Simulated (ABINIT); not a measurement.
**A GW chain in ABINIT: BeTe (F-43m)**

Wanted: ground state, empty states, screening and self-energy for BeTe (F-43m).

Calculated with ABINIT 10.8.3; LDA and many-body steps on it, plane waves.

The database entry behind the starting cell differs from later determinations by our own check (an axis about 1.5 % short against later determinations), so it need not match the best structure at ambient conditions.

### 1. The starting structure

Symmetry: F-43m, No. 216, cubic system. The conventional cell has a = 5.540 Å, b = 5.540 Å, c = 5.540 Å, α = 90.00°, β = 90.00°, γ = 90.00°. Nearest to Be lie 4 Te at 2.40 Å. Te has 4 Be at 2.40 Å nearest. Farther neighbours and most contacts between anions are not listed.

Structure file:

```cif
data_structure
_symmetry_space_group_name_H-M 'F-43m'
_symmetry_Int_Tables_number 216
_cell_length_a 5.5400
_cell_length_b 5.5400
_cell_length_c 5.5400
_cell_angle_alpha 90.000
_cell_angle_beta 90.000
_cell_angle_gamma 90.000
_cell_volume 170.03
loop_
_atom_site_label
_atom_site_type_symbol
_atom_site_symmetry_multiplicity
_atom_site_Wyckoff_symbol
_atom_site_fract_x
_atom_site_fract_y
_atom_site_fract_z
_atom_site_occupancy
Be1 Be 4 a 0.00000 0.00000 0.00000 1
Te1 Te 4 d 0.25000 0.25000 0.75000 1
```

The cell and positions come from the Crystallography Open Database and are kept as given unless a step says otherwise. Spin-orbit coupling is left out unless a step names it.

### 2. Ground state

This step: ABINIT 10.8.3; DFT, LDA, plane waves, norm-conserving pseudopotentials.

The ground-state density comes first.

File run.abi:

```
acell 3*1.0 Angstrom
rprim 
  0.000000000000 2.770000000000 2.770000000000
  2.770000000000 0.000000000000 2.770000000000
  2.770000000000 2.770000000000 -0.000000000000
ntypat 2
znucl 4 52
natom 2
typat 1 2
xred 
  0.000000000000 0.000000000000 0.000000000000
  0.250000000000 0.250000000000 0.250000000000
pp_dirpath "pseudos"
pseudos "Be.upf, Te.upf"
ecut 38
ngkpt 6 6 6
nshiftk 1
shiftk 0 0 0
kptopt 1
chksymbreak 0
nband 15
occopt 1
tolvrs 1e-10
nstep 60
prtwf 0
optforces 0
optstress 0
indata_prefix "in"
outdata_prefix "out"
tmpdata_prefix "tmp"
```

Launch:

```console
OMP_NUM_THREADS=1 mpirun -n 4 abinit run.abi > log
```

Numbers of over 12 decimals in the logs are rounded to 6 here.

Log:

```text
.Version 10.8.3 of ABINIT. v10.8.2 released Aug 2026.

 Symmetries : space group F-4 3 m (#216); Bravais cF (face-center cubic)
================================================================================
 Values of the parameters that define the memory need of the present run
     intxc =       0    ionmov =       0      iscf =       7    lmnmax =       6
     lnmax =       6     mgfft =      45  mpssoang =       3    mqgrid =    3001
     natom =       2  nloc_mem =       1    nspden =       1   nspinor =       1
    nsppol =       1      nsym =      24    n1xccc =    2501    ntypat =       2
    occopt =       1   xclevel =       1
-    mband =          15        mffmem =           1         mkmem =           4
       mpw =        3224          nfft =       91125          nkpt =          16
================================================================================
  Rough estimation (10% accuracy) of disk space for files :
================================================================================

--------------------------------------------------------------------------------
------------- Echo of variables that govern the present computation ------------
--------------------------------------------------------------------------------
 -outvars: echo values of preprocessed input variables --------
            acell      1.8897261259E+00  1.8897261259E+00  1.8897261259E+00 Bohr

      chksymbreak           0
             ecut      3.80000000E+01 Hartree
-          fftalg         312

              ixc       -1012
              kpt      0.00000000E+00  0.00000000E+00  0.00000000E+00
                       1.66666667E-01  0.00000000E+00  0.00000000E+00
                       3.33333333E-01  0.00000000E+00  0.00000000E+00
                       5.00000000E-01  0.00000000E+00  0.00000000E+00
                       1.66666667E-01  1.66666667E-01  0.00000000E+00
                       3.33333333E-01  1.66666667E-01  0.00000000E+00
                       5.00000000E-01  1.66666667E-01  0.00000000E+00
                      -3.33333333E-01  1.66666667E-01  0.00000000E+00
                      -1.66666667E-01  1.66666667E-01  0.00000000E+00
   [... 5 further rows ...]
                      -3.33333333E-01  3.33333333E-01  1.66666667E-01
                      -3.33333333E-01  5.00000000E-01  1.66666667E-01
         kptrlatt        6    0    0      0    6    0      0    0    6
          kptrlen      4.44165564E+01
P           mkmem           4
            natom           2
            nband          15
            ngfft          45      45      45
             nkpt          16
            nstep          60
             nsym          24
           ntypat           2
              occ      2.000000  2.000000  2.000000  2.000000  2.000000  2.000000
                       2.000000  2.000000  2.000000  2.000000  0.000000  0.000000
[...]
optforces           0
        optstress           0
            prtwf           0
            rprim      0.0000000000E+00  2.7700000000E+00  2.7700000000E+00
[...]
spgroup         216

           tolvrs      1.00000000E-10

             xred      0.0000000000E+00  0.0000000000E+00  0.0000000000E+00
[...]
znucl        4.00000   52.00000

================================================================================

 chkinp: Checking input parameters for consistency.

================================================================================
== DATASET  1 ==================================================================
-   mpi_nproc: 4, omp_nthreads: 1 (-1 if OMP is not activated)

--- !DatasetInfo
iteration_state: {dtset: 1, }
dimensions: {natom: 2, nkpt: 16, mband: 15, nsppol: 1, nspinor: 1, nspden: 1, mpw: 3224, }
cutoff_energies: {ecut:  38.0, pawecutdg:  -1.0, }
electrons: {nelect:   2.00000000E+01, charge:   0.00000000E+00, occopt:   1.00000000E+00, tsmear:   1.00000000E-02, }

 Real(R)+Recip(G) space primitive vectors, cartesian coordinates (Bohr,Bohr^-1):
 R(1)=  0.0000000  5.2345414  5.2345414  G(1)= -0.0955194  0.0955194  0.0955194
 R(2)=  5.2345414  0.0000000  5.2345414  G(2)=  0.0955194 -0.0955194  0.0955194
 R(3)=  5.2345414  5.2345414  0.0000000  G(3)=  0.0955194  0.0955194 -0.0955194
 Unit cell volume ucvol=  2.8685730E+02 bohr^3
 Angles (23,13,12)=  6.00000000E+01  6.00000000E+01  6.00000000E+01 degrees

 getcut: wavevector=  0.0000  0.0000  0.0000  ngfft=  45  45  45
         ecut(hartree)=     38.000   => boxcut(ratio)=   2.14191

--- Pseudopotential description ------------------------------------------------
- Be Generated using ONCVPSP code by D. R. Hamann
-  4.00000   4.00000  180309                  znucl, zion, pspdat
12 -1012 1 -1 1358                            pspcod,pspxc,lmax,lloc,mmax
     nproj     2     2     0
  pspatm : epsatm=    2.74190561
         --- l  ekb(1:nproj) -->
[...]
pspatm: atomic psp has been read  and splines computed

- Te Generated using ONCVPSP code by D. R. Hamann
- 52.00000  16.00000  180309                  znucl, zion, pspdat
12 -1012 2 -1 1278                            pspcod,pspxc,lmax,lloc,mmax
     nproj     2     2     2
  pspatm : epsatm=   36.15519577
         --- l  ekb(1:nproj) -->
[...]
2   -5.964186   -1.845108
 pspatm: atomic psp has been read  and splines computed

   7.77942028E+02                                ecore*ucvol(ha*bohr**3)
--------------------------------------------------------------------------------

_setup2: Arith. and geom. avg. npw (full set) are    3210.606    3210.593

================================================================================

--- !BeginCycle
iteration_state: {dtset: 1, }
solver: {iscf: 7, nstep: 60, nline: 4, wfoptalg: 0, }
tolerances: {tolvrs: 1.00E-10, }

     iter   Etot(hartree)      deltaE(h)  residm     vres2
 ETOT  1  -118.44554838843    -1.184E+02 1.467E-01 4.483E+01
 ETOT  2  -118.48798351545    -4.244E-02 5.234E-02 1.461E+00
 ETOT  3  -118.48812336356    -1.398E-04 2.893E-03 1.229E-01
 ETOT  4  -118.48813217032    -8.807E-06 8.352E-04 2.726E-03
 ETOT  5  -118.48813226425    -9.393E-08 4.693E-05 5.802E-05
 ETOT  6  -118.48813226649    -2.245E-09 8.587E-05 1.434E-06
 ETOT  7  -118.48813226662    -1.298E-10 1.254E-05 9.383E-08
 ETOT  8  -118.48813226664    -1.674E-11 2.353E-05 2.895E-09
 ETOT  9  -118.48813226664     3.467E-12 3.257E-06 1.396E-11

 At SCF step    9       vres2   =  1.40E-11 < tolvrs=  1.00E-10 =>converged.

--- !ResultsGS
iteration_state: {dtset: 1, }
comment   : Summary of ground state results
lattice_vectors:
- [  0.0000000,   5.2345414,   5.2345414, ]
- [  5.2345414,   0.0000000,   5.2345414, ]
- [  5.2345414,   5.2345414,  -0.0000000, ]
lattice_lengths: [   7.40276,    7.40276,    7.40276, ]
lattice_angles: [ 60.000,  60.000,  60.000, ] # degrees, (23, 13, 12)
lattice_volume:   2.8685730E+02
convergence: {deltae:  3.467E-12, res2:  1.396E-11, residm:  3.257E-06, diffor:  0.000E+00, }
etotal    :  -1.18488132E+02
entropy   :   0.00000000E+00
fermie    :   1.64525466E-01
cartesian_stress_tensor: null
pressure_GPa: null
xred      :
- [  0.0000E+00,   0.0000E+00,   0.0000E+00, Be]
- [  2.5000E-01,   2.5000E-01,   2.5000E-01, Te]
cartesian_forces: null
force_length_stats: {min: null, max: null, mean: null, }

 Integrated electronic density in atomic spheres:
 ------------------------------------------------
 Atom  Sphere_radius  Integrated_density
    1        2.00000          3.06886850
    2        2.00000         12.03279433
================================================================================

 ----iterations are completed or convergence reached----

 Mean square residual over all n,k,spin=   23.896E-09; max=  32.568E-07
 reduced coordinates (array xred) for    2 atoms
       0.000000000000      0.000000000000      0.000000000000
       0.250000000000      0.250000000000      0.250000000000
 rms dE/dt=  0.0000E+00; max dE/dt=  0.0000E+00; dE/dt below (all hartree)
    1       0.000000000000      0.000000000000      0.000000000000
    2       0.000000000000      0.000000000000      0.000000000000

 cartesian coordinates (angstrom) at end:
    1      0.000000     0.000000     0.000000
    2      1.385000     1.385000     1.385000
 length scales=  1.889726125908  1.889726125908  1.889726125908 bohr
              =  1.000000000000  1.000000000000  1.000000000000 angstroms
 prteigrs : about to open file out_EIG
 Fermi (or HOMO) energy (hartree) =   0.16453   Average Vxc (hartree)=  -0.37225
 Eigenvalues (hartree) for nkpt=  16  k points:
 kpt#   1, nband= 15, wtk=  0.00463, kpt=  0.0000  0.0000  0.0000 (reduced coord)
  -3.46237   -1.16841   -1.16841   -1.16841   -1.16781   -1.16781   -0.30130    0.16453
   0.16453    0.16453    0.29684    0.29684    0.29684    0.31389    0.47521
 prteigrs : prtvol=0 or 1, do not print more k-points.

--- !EnergyTerms
iteration_state     : {dtset: 1, }
comment             : Components of total free energy in Hartree
kinetic             :  6.53410275475861E+01
hartree             :  2.94486241613875E+01
xc                  : -2.65996765728328E+01
Ewald energy        : -6.44626813141944E+01
psp_core            :  2.71194782355423E+00
local_psp           : -8.78257416496727E+01
non_local_psp       : -3.71016322624657E+01
total_energy        : -1.18488132266638E+02
total_energy_eV     : -3.22422633267236E+03
band_energy         : -1.87845725984795E+01

== END DATASET(S) ==============================================================
================================================================================

 -outvars: echo values of variables after computation  --------
           etotal     -1.1848813227E+02
            nband          15
             nkpt          16
          spgroup         216
 [... the other variables as echoed above ...]

 Calculation completed.
```

Elapsed: 9.6 s, on 4 MPI ranks of Arm Neoverse V1, shared host; peak memory 0.31 GiB.

Numbers from this step:

```
total energy               : -3224.2263 eV
gap                        : 1.775 eV
k of the valence top       : 0, 0, 0
k of the conduction bottom : 0.5, 0.5, 0
least direct gap           : 3.600 eV
```

The gap is indirect, with the least direct gap 1.83 eV higher.

(Part 1 of 3 ends here.)

[Paths, hosts, dates, memory and timing lines, banners, echoed tables and standing remarks are left out of the program output.]

[Logs are printed without paths, hosts, clocks, repeated set-up lines and the standing remarks that a program may print on its own settings, such as how far it seeks lower states.]

[Runs of the session that timed out or met a known fault of the program may be left out.]

[Hosts, paths, dates, database ids (printed as entryN), source tags and the programs' standing remarks are cut or masked in the printed files.]

[G0W0 gaps are taken among the corrected bands and points alone; a level outside them can change the order at an edge.]

[Where Ansatz stands beside ABINIT at settings called matched, ABINIT's density can come from a denser mesh and the files from another edition; pairs whose starting gaps differed by over 0.03 eV were left out, so agreement reads better than it is.]
